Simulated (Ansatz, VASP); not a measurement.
PbSe in VASP and in Ansatz

```
CELL_PARAMETERS angstrom
0.00000 3.06709 3.06709
3.06709 0.00000 3.06709
3.06709 3.06709 0.00000
ATOMIC_POSITIONS crystal
Pb 0.00000 0.00000 0.00000
Se 0.50000 0.50000 0.50000
```

Alike in both runs: functional PBE; dispersion D3(BJ); k mesh 10 × 10 × 10; occupations gaussian, width 0.01 eV; no spin polarisation.

Ansatz relaxed the structure, and its values are those at the end. VASP's run is a single point on that final structure, the one shown.

|  | VASP | Ansatz |
| --- | --- | --- |
| version | VASP 6.6.1 | Ansatz 0.2.0 |
| potentials or method | VASP PAW PBE potentials, release 64 (Pb_d, Se) | scalar-relativistic, plane waves, PAW |
| plane-wave cutoff (eV) | 520 | 420 |
| valence electrons in the cell | 20 | 30 |

```csv
,VASP,Ansatz,Ansatz less VASP
gap on the k mesh at the Fermi level (eV),0.31,0.31,-0.005
least direct gap on the mesh (eV),0.31,0.31,-0.005
pressure (GPa),0.0,0.0,+0.02
```

The two sets of potentials don't hold the same shells in valence.

Caveats: spin-orbit coupling is left out, which as a rule narrows the gap of such compounds by several tenths of an eV.
